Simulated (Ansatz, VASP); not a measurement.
## One calculation of Ir, two programs

```xyz
1
Lattice="0.0000 1.9027 1.9027 1.9027 0.0000 1.9027 1.9027 1.9027 0.0000" Properties=species:S:1:pos:R:3 pbc="T T T"
Ir    0.0000    0.0000    0.0000
```

Change from the starting cell: volume scaled by 0.98.

Alike in both runs: task single point; functional LDA; k mesh 12 × 12 × 12; occupations fermi-dirac, width 0.05 eV; no spin polarisation.

|  | VASP | Ansatz |
| --- | --- | --- |
| version | VASP 6.6.1 | Ansatz 0.2.0 |
| potentials or method | VASP PAW LDA potentials, release 64 (Ir), cutoff 520 eV | all-electron LAPW, scalar-relativistic |

|  | VASP | Ansatz | Ansatz less VASP |
| --- | --- | --- | --- |
| gap on the k mesh at the Fermi level (eV) | none | none | - |
| pressure (GPa) | 4.0 | 1.4 | -2.67 |

A gap of «none» marks a metal or a gap that the smearing closes. Ansatz ran all-electron here, so the differences hold the error of VASP's frozen core and of both bases.

The runs have no spin-orbit coupling, so splittings on Ir are missing.
